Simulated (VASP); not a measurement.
# ZnO (zincite) (P6_3mc) in VASP: settings compared, part 2 of 3

VASP 6.6.1. Earlier steps stand in the parts before.

### Step 3. Phonons, LDA

This run uses another cell than the first one, of 11.40 Å³/atom, 0.920 times its volume.

File POSCAR:

```
ZnO
1.0
    3.1939360858      0.0000000000      0.0000000000
   -1.5969680429      2.7660297883      0.0000000000
    0.0000000000      0.0000000000      5.1636354032
  Zn              O
     2     2
Direct
     0.3333333332999970    0.6666666667000030    0.5003505569295115
     0.6666666667000030    0.3333333332999970    0.0003505569295115
     0.6666666667000030    0.3333333332999970    0.3786594430704895
     0.3333333332999970    0.6666666667000030    0.8786594430704895
```

File INCAR.step1:

```
PREC = Accurate
ENCUT = 600
EDIFF = 1E-8
ISMEAR = 0
SIGMA = 0.03
LREAL = F
LASPH = T
NELM = 80
ALGO = Fast
ISIF = 3
LWAVE = F
LCHARG = F
GGA = CA
KPAR = 2
IBRION = 2
NSW = 40
EDIFFG = -0.002
```

File INCAR.step2:

```
PREC = Accurate
ENCUT = 600
EDIFF = 1E-8
ISMEAR = 0
SIGMA = 0.03
LREAL = F
LASPH = T
NELM = 80
ALGO = Fast
ISIF = 2
LWAVE = F
LCHARG = F
GGA = CA
KPAR = 2
IBRION = 6
NFREE = 2
POTIM = 0.015
NSW = 1
```

File KPOINTS:

```
Automatic mesh
0
Gamma
  9 9 5
```

Potentials or basis: VASP PAW LDA potentials, release 64 (Zn, O).

The run is started by

```console
$ cat potpaw_LDA.64/Zn/POTCAR potpaw_LDA.64/O/POTCAR > POTCAR
$ cp INCAR.step1 INCAR
$ mpirun -np 2 vasp_std > vasp.out
$ cp CONTCAR POSCAR
$ cp INCAR.step2 INCAR
$ mpirun -np 2 vasp_std > vasp.out
```

OUTCAR:

```text
PREC = Accurate
   ENCUT = 600
   EDIFF = 1E-8
   ISMEAR = 0
   LREAL = F
   LASPH = T
   NELM = 80
   ISIF = 2
   GGA = CA
   IBRION = 6
   NFREE = 2
   POTIM = 0.015
   NSW = 1

 ion  position               nearest neighbor table
   1  0.333  0.667  0.500-   3 1.95   3 1.95   3 1.95   4 1.95
   2  0.667  0.333  0.000-   4 1.95   4 1.95   4 1.95   3 1.95
   3  0.667  0.333  0.379-   1 1.95   1 1.95   1 1.95   2 1.95
   4  0.333  0.667  0.879-   2 1.95   2 1.95   2 1.95   1 1.95

  LATTYP: Found a hexagonal cell.
 ALAT       =     3.1938579961
 C/A-ratio  =     1.6170229356

  Lattice vectors:

 A1 = (   3.1938579961,   0.0000000000,   0.0000000000)
 A2 = (  -1.5969289980,   2.7659621606,   0.0000000000)
 A3 = (   0.0000000000,   0.0000000000,   5.1645416325)

Analysis of symmetry for initial positions (statically):
=====================================================================
 Subroutine PRICEL returns:
 Original cell was already a primitive cell.

 Routine SETGRP: Setting up the symmetry group for a
 hexagonal supercell.

 Subroutine GETGRP returns: Found 12 space group operations
 (whereof  6 operations were pure point group operations)
 out of a pool of 24 trial point group operations.

The static configuration has the point symmetry C_3v.
 The point group associated with its full space group is C_6v.

Analysis of symmetry for dynamics (positions and initial velocities):
=====================================================================
 Subroutine PRICEL returns:
 Original cell was already a primitive cell.

[... 478 lines left out ...]

 E-fermi :   1.4224     XC(G=0): -11.6900

 val. band max:        1.2824540180   @ k =   0.0000   0.0000   0.0000
 cond. band min:       2.0824947370   @ k =   0.0000   0.0000   0.0000
 fundamental gap:      0.8000407190
 Fermi energy:         1.4223727157

 k-point     1 :       0.0000    0.0000    0.0000
  band No.  band energies     occupation
      1     -16.8817      2.00000
      2     -16.0484      2.00000
      3      -4.7988      2.00000
      4      -4.7032      2.00000
      5      -4.7032      2.00000
      6      -4.6880      2.00000
[... 589 lines left out ...]
     21       9.1936      0.00000
     22       9.3532      0.00000

 [... further k-points ...]

------------------------ aborting loop because EDIFF is reached ----------------------------------------

  FORCE on cell =-STRESS in cart. coord.  units (eV):
  Direction    XX          YY          ZZ          XY          YZ          ZX
  --------------------------------------------------------------------------------------
  -------------------------------------------------------------------------------------
  Total       -0.0721993     -0.0721993      0.1580958      0.0000000      0.0000000      0.0000000
  in kB       -2.5354208     -2.5354208      5.5518450      0.0000000      0.0000000      0.0000000
  external PRESSURE =       0.1603345 kB  Pullay stress =       0.0000000 kB
[... 19 lines left out ...]
  FREE ENERGIE OF THE ION-ELECTRON SYSTEM (eV)
  ---------------------------------------------------
  free  energy   TOTEN  =       -21.1617834210 eV

  energy  without entropy=      -21.1617834210  energy(sigma->0) =      -21.16178342

 INTERNAL STRAIN TENSORS FROM DISPLACED ATOMS
 ============================================

 INTERNAL STRAIN TENSOR FOR ION    1 for displacements in x,y,z  (eV/Angst):
          X           Y           Z          XY          YZ          ZX
  --------------------------------------------------------------------------------
  x     0.00000     0.00000    -0.00000    -7.99398     0.00000    -5.09947
  y    -7.99398     7.99398     0.00000     0.00000    -5.09947    -0.00000
  z    -5.12427    -5.12427    10.10768     0.00000     0.00000     0.00000

 INTERNAL STRAIN TENSOR FOR ION    4 for displacements in x,y,z  (eV/Angst):
          X           Y           Z          XY          YZ          ZX
  --------------------------------------------------------------------------------
  x     0.00000     0.00000     0.00000    -8.98350     0.00000     5.09953
  y    -8.98350     8.98350     0.00000     0.00000     5.09953     0.00000
  z     5.10798     5.10798   -10.13459     0.00000     0.00000     0.00000

 Eigenvectors and eigenvalues of the dynamical matrix
 ----------------------------------------------------

   1 f  =   16.670985 THz   104.746889 2PiTHz  556.084206 cm-1    68.945623 meV
             X         Y         Z           dx          dy          dz
     -0.000000  1.843975  2.583920    -0.000000    0.000000   -0.097054
      1.596929  0.921987  0.001649     0.000000   -0.000000    0.097054
      1.596929  0.921987  1.955764     0.000000   -0.000000   -0.700415
     -0.000000  1.843975  4.538035    -0.000000    0.000000    0.700415
[... 71 lines left out ...]
  12 f/i=    0.006349 THz     0.039889 2PiTHz    0.211765 cm-1     0.026256 meV
             X         Y         Z           dx          dy          dz
     -0.000000  1.843975  2.583920     0.000000    0.000000    0.633637
      1.596929  0.921987  0.001649     0.000000    0.000000    0.633637
      1.596929  0.921987  1.955764     0.000000    0.000000    0.313855
     -0.000000  1.843975  4.538035     0.000000    0.000000    0.313855

 ELASTIC MODULI CONTR FROM IONIC RELAXATION (kBar)
 Direction    XX          YY          ZZ          XY          YZ          ZX
 --------------------------------------------------------------------------------
 XX        -827.6435    332.2664    489.9966      0.0000     -0.0000     -0.0000
 YY         332.2664   -827.6435    489.9966     -0.0000     -0.0000      0.0000
 ZZ         489.9966    489.9966   -969.3488      0.0000     -0.0000     -0.0000
 XY           0.0000     -0.0000      0.0000   -579.9549     -0.0000     -0.0000
 YZ           0.0000     -0.0000     -0.0000     -0.0000   -224.8490      0.0000
 ZX          -0.0000      0.0000     -0.0000     -0.0000      0.0000   -224.8492
 --------------------------------------------------------------------------------
```

OUTCAR.step1:

```text
PREC = Accurate
   ENCUT = 600
   EDIFF = 1E-8
   ISMEAR = 0
   LREAL = F
   LASPH = T
   NELM = 80
   ISIF = 3
[... 982 lines left out ...]
  -------------------------------------------------------------------------------------
  Total        0.0017743      0.0017743     -0.0038531      0.0000000      0.0000000      0.0000000
  in kB        0.0623087      0.0623087     -0.1353097      0.0000000      0.0000000      0.0000000
  external PRESSURE =      -0.0035641 kB  Pullay stress =       0.0000000 kB
[... 19 lines left out ...]
  FREE ENERGIE OF THE ION-ELECTRON SYSTEM (eV)
  ---------------------------------------------------
  free  energy   TOTEN  =       -21.1632220078 eV

  energy  without entropy=      -21.1632220078  energy(sigma->0) =      -21.16322201

 reached required accuracy - stopping structural energy minimisation
```

OSZICAR.step1:

```text
N       E                     dE             d eps       ncg     rms          rms(c)
DAV:   1     0.300944190665E+03    0.30094E+03   -0.20639E+04  1584   0.266E+03
DAV:   2     0.732721986628E+01   -0.29362E+03   -0.28313E+03  1704   0.470E+02
DAV:   3    -0.236250268736E+02   -0.30952E+02   -0.30719E+02  1884   0.162E+02
DAV:   4    -0.242310795818E+02   -0.60605E+00   -0.60561E+00  1734   0.241E+01
[... 46 lines left out ...]
RMM:   3    -0.211632223508E+02    0.29170E-06   -0.42468E-06  1584   0.150E-02    0.366E-03
RMM:   4    -0.211632220929E+02    0.25785E-06   -0.56521E-07  1586   0.727E-03    0.266E-03
RMM:   5    -0.211632220325E+02    0.60442E-07   -0.31864E-07  1584   0.510E-03    0.102E-03
RMM:   6    -0.211632220078E+02    0.24662E-07   -0.64778E-08  1166   0.198E-03    0.473E-04
RMM:   7    -0.211632220078E+02    0.90040E-10   -0.32810E-08  1067   0.154E-03
   5 F= -.21163222E+02 E0= -.21163222E+02  d E =-.424503E-06
```

Wall time 8.7 min (2 MPI ranks of Intel Xeon Platinum 8488C (Sapphire Rapids), shared host); peak memory 0.44 GiB.

Results:

```yaml
Highest_phonon_frequency_at_Γ_LO-TO_splitting_left_out: 556 cm⁻¹
```

Phonon frequencies in cm⁻¹ (negative: imaginary):
```
              q point                              frequencies
(0.000, 0.000, 0.000)  0 0 0 90 90 263 396 415 415 447 447 556
```

(Part 2 of 3 ends here.)
